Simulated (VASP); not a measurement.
# Results of a VASP single-point calculation on CaO (strained rocksalt)

POSCAR

```
Ca O
 1.0000000000000000
     0.0000000000000000    2.4934521181000000    2.3522183347999999
     2.4934521181000000    0.0000000000000000    2.3522183347999999
     2.4934521181000000    2.4934521181000000    0.0000000000000000
 Ca  O
   1   1
Cartesian
  0.0000000000000000  0.0000000000000000  0.0000000000000000
  2.4934521181000000  2.4934521181000000  2.3522183347999999
```

```json
{
 "gap between bands v and c": "3.98 eV",
 "least direct gap": "4.55 eV"
}
```

Band v is the last that the valence electrons fill when counted band by band, and c is the next. Levels in eV from the top of v:

```csv
point,v−1,v,c,c+1
Γ,-0.13,0.00,4.81,6.54
X,-0.47,-0.36,4.20,8.20
K,-1.07,-0.86,5.35,8.28
L,-1.21,-1.19,7.36,8.68
W,-1.21,-0.93,6.47,6.64
```

Q: Which of these levels of theory gave these results?
A. r²SCAN
B. HSE06
C. PBE
D. LDA
E. PBEsol
F. PBE with spin–orbit coupling
G. PBE0

A: A.

The INCAR was:

```
LCHARG = .TRUE.
ENCUT = 520
PREC = Accurate
LASPH = .TRUE.
LWAVE = .FALSE.
NELM = 120
NSW = 0
NBANDS = 15
ALGO = Normal
METAGGA = R2SCAN
SIGMA = 0.01
ISMEAR = 0
LREAL = .FALSE.
EDIFF = 1E-7
ISIF = 2
IBRION = -1
LELF = .TRUE.
```
